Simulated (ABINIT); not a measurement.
Wanted: the native input for an ABINIT 10.8.3 (patched build) run.

| Item | Value |
| --- | --- |
| Task | single point |
| Functional | PBE |
| Potentials or basis | Ansatz PAW PBE default generated set, frozen core |
| Cutoff | 419 eV |
| k mesh | 12 × 12 × 12 |
| Occupations | cold (ABINIT), width 0.1 eV |
| Spin | no spin polarisation |
| Fine-grid cutoff | 838.111 eV |

The system is Pd.

```xyz
1
Lattice="0.0000 1.9465 1.9465 1.9465 0.0000 1.9465 1.9465 1.9465 0.0000" Properties=species:S:1:pos:R:3 pbc="T T T"
Pd    0.0000    0.0000    0.0000
```

The input as run:

run.abi

```
pp_dirpath "./"
pseudos "Pd.GGA_PBE-ansatz.xml"

acell 2.7527666992 2.7527666992 2.7527666992 Angstrom
rprim
     0.0000000000     0.7071067812     0.7071067812
     0.7071067812     0.0000000000     0.7071067812
     0.7071067812     0.7071067812     0.0000000000
ntypat 1
znucl 46
natom 1
typat 1
xred
     0.0000000000     0.0000000000     0.0000000000

ecut 419.055348 eV
pawecutdg 30.8
pawxcdev 0

kptopt 1
ngkpt 12 12 12
nshiftk 1
shiftk 0.0 0.0 0.0

ixc 11

nband 13
occopt 4
tsmear 0.1 eV

nstep 100
tolvrs 1.0e-9

iomode 3
prtwf 0
prteig 0
prtebands 0
enunit 1
prtden 1
prtvha 1
prtvclmb 1
prtpot 1
```

Potentials or basis: Ansatz PAW PBE default generated set, frozen core.

The run is started by

```console
$ abinit run.abi > log 2>&1
```

It gave:

```json
{"Pressure": "6.8 GPa", "Band gap on the k mesh": "none (metal or under the smearing width)"}
```

Caveat: the atomic spheres overlap.

Wall time 13 s on 1 thread of Arm Neoverse V2 (shared host), peak memory 0.19 GiB.
